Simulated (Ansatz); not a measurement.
Molecular dynamics of HW8C8

Input:

```yaml
crystal:
  lattice:
    - [5.7958, 0.0, 0.0]
    - [0.0, 5.6578, 0.0]
    - [0.0, 0.0, 17.182758]
  atoms:
    - { symbol: W, position: [0.0, 0.0, 0.0581979] }
    - { symbol: C, position: [0.0001443, 0.27072329, 0.1581621] }
    - { symbol: W, position: [0.25086975, 0.0085751, 0.20343405] }
    - { symbol: C, position: [0.40760567, 0.3168687, 0.2930014] }
    - { symbol: W, position: [0.0, 0.5, 0.0581979] }
    - { symbol: C, position: [0.0100181, 0.74171229, 0.1488986] }
    - { symbol: W, position: [0.26854391, 0.50707541, 0.19916967] }
    - { symbol: C, position: [0.03147314, 0.74541753, 0.26369522] }
    - { symbol: W, position: [0.5, 0.0, 0.0581979] }
    - { symbol: C, position: [0.49018664, 0.26235021, 0.14406255] }
    - { symbol: W, position: [0.75289304, -0.01492637, 0.19903616] }
    - { symbol: C, position: [0.5796637, 0.17515226, 0.27868222] }
    - { symbol: W, position: [0.5, 0.5, 0.0581979] }
    - { symbol: C, position: [0.49457964, 0.76223948, 0.15135338] }
    - { symbol: W, position: [0.74385493, 0.48134426, 0.20260329] }
    - { symbol: C, position: [0.80483687, 0.72580812, 0.29527582] }
    - { symbol: H, position: [-0.24717471, 0.7489397, 0.35728956] }
basis:
  ecutwfc: 420.0
kpoints:
  mp_grid: { grid: [2, 2, 1] }
hamiltonian:
  xc: pbe
  pseudopotentials: { kind: paw, azcp: { folder: soft_1 } }
scf:
  occupations: { method: fermi_dirac, width: 0.05 }
  lower_state_search: "off"
md:
  timestep: 0.75
  n_steps: 300
  ensemble: nve
  temperature: 1400.0
  initial_velocities: maxwell_boltzmann
  seed: 297681
  constraints: [{ sites: [0, 4, 8, 12] }]
```

Run as:

```bash
$ ansatz run input.yaml --threads 2 --pin off --max-ram 5120MiB --backend cpu --events-out ev --progress --plain --runs-dir out
```

It goes on from the last frame of an earlier run, with new velocities.

Output, in part (step lines):

```
md step     0: t =     0.00 fs  T =  1400.0 K  F+E_penalty+E_count = -85093.93811729 eV  E_kin = 2.352532 eV  conserved = -85091.58558531 eV  (13 SCF iters)
md step     1: t =     0.75 fs  T =  1394.9 K  F+E_penalty+E_count = -85093.93039486 eV  E_kin = 2.343974 eV  conserved = -85091.58642043 eV  (8 SCF iters)
md step     2: t =     1.50 fs  T =  1361.6 K  F+E_penalty+E_count = -85093.87345864 eV  E_kin = 2.288026 eV  conserved = -85091.58543278 eV  (8 SCF iters)
md step     3: t =     2.25 fs  T =  1310.0 K  F+E_penalty+E_count = -85093.78417288 eV  E_kin = 2.201243 eV  conserved = -85091.58292959 eV  (8 SCF iters)
md step     4: t =     3.00 fs  T =  1260.7 K  F+E_penalty+E_count = -85093.69986579 eV  E_kin = 2.118385 eV  conserved = -85091.58148053 eV  (8 SCF iters)
md step     5: t =     3.75 fs  T =  1225.4 K  F+E_penalty+E_count = -85093.64178710 eV  E_kin = 2.059102 eV  conserved = -85091.58268502 eV  (5 SCF iters)
md step     6: t =     4.50 fs  T =  1195.7 K  F+E_penalty+E_count = -85093.59368787 eV  E_kin = 2.009165 eV  conserved = -85091.58452311 eV  (4 SCF iters)
md step     7: t =     5.25 fs  T =  1157.1 K  F+E_penalty+E_count = -85093.52899050 eV  E_kin = 1.944349 eV  conserved = -85091.58464120 eV  (4 SCF iters)
[... lines left out ...]
md step   300: t =   225.00 fs  T =   851.2 K  F+E_penalty+E_count = -85093.01404598 eV  E_kin = 1.430286 eV  conserved = -85091.58376042 eV  (8 SCF iters)
```

The steps, from the saved trajectory:

| time (fs) | T (K) | potential energy less start (eV) | conserved less start (meV/atom) |
| --- | --- | --- | --- |
| 0 | 1400 | 0.000 | 0.00 |
| 7.5 | 1028 | 0.631 | 0.31 |
| 15 | 1192 | 0.350 | 0.03 |
| 22.5 | 1189 | 0.356 | 0.07 |
| 30 | 942 | 0.773 | 0.21 |
| 37.5 | 842 | 0.939 | 0.02 |
| 45 | 641 | 1.280 | 0.27 |
| 52.5 | 657 | 1.250 | 0.13 |
| 60 | 713 | 1.157 | 0.18 |
| 67.5 | 641 | 1.279 | 0.20 |
| 75 | 567 | 1.401 | 0.10 |
| 82.5 | 856 | 0.917 | 0.22 |
| 90 | 1204 | 0.330 | -0.01 |
| 97.5 | 1090 | 0.523 | 0.13 |
| 105 | 1045 | 0.600 | 0.21 |
| 112.5 | 1009 | 0.660 | 0.10 |
| 120 | 1021 | 0.642 | 0.26 |
| 127.5 | 961 | 0.740 | 0.13 |
| 135 | 875 | 0.884 | 0.18 |
| 142.5 | 707 | 1.169 | 0.22 |
| 150 | 778 | 1.045 | 0.03 |
| 157.5 | 731 | 1.128 | 0.26 |
| 165 | 967 | 0.728 | 0.03 |
| 172.5 | 907 | 0.831 | 0.13 |
| 180 | 954 | 0.754 | 0.23 |
| 187.5 | 1109 | 0.490 | 0.04 |
| 195 | 979 | 0.711 | 0.25 |
| 202.5 | 906 | 0.833 | 0.16 |
| 210 | 967 | 0.730 | 0.15 |
| 217.5 | 1058 | 0.578 | 0.22 |
| 225 | 851 | 0.924 | 0.11 |

The run went to its last step. The conserved energy stayed within 0.34 meV per atom of its start (net change 0.11 meV per atom), so the integration is sound. A run of 0.23 ps of so small a system gives no equilibrium averages. Limits of this set-up: coarse k mesh, thin slab, slab without dipole correction, odd electron count without spin.

Mean squared displacements from the first frame to the last: W 0.03 Å², C 0.06 Å², H 0.15 Å².

Last frame:

```xyz
17
Lattice="5.7958 0.0000 0.0000 0.0000 5.6578 0.0000 0.0000 0.0000 17.1828" Properties=species:S:1:pos:R:3
W 0.000 0.000 1.000
C -0.131 1.545 2.683
W 1.409 0.171 3.613
C 2.114 1.831 5.136
W 0.000 2.829 1.000
C -0.206 4.315 2.554
W 1.256 2.950 3.559
C 0.013 4.631 4.704
W 2.898 0.000 1.000
C 2.950 1.431 2.441
W 4.235 0.030 3.496
C 3.208 1.110 4.899
W 2.898 2.829 1.000
C 2.785 4.252 2.716
W 4.408 2.812 3.560
C 4.646 4.127 5.147
H -1.709 4.500 6.043
```

The run took 22 min on 2 threads of Arm Neoverse V1, on a shared host, peak memory 1.1 GiB.
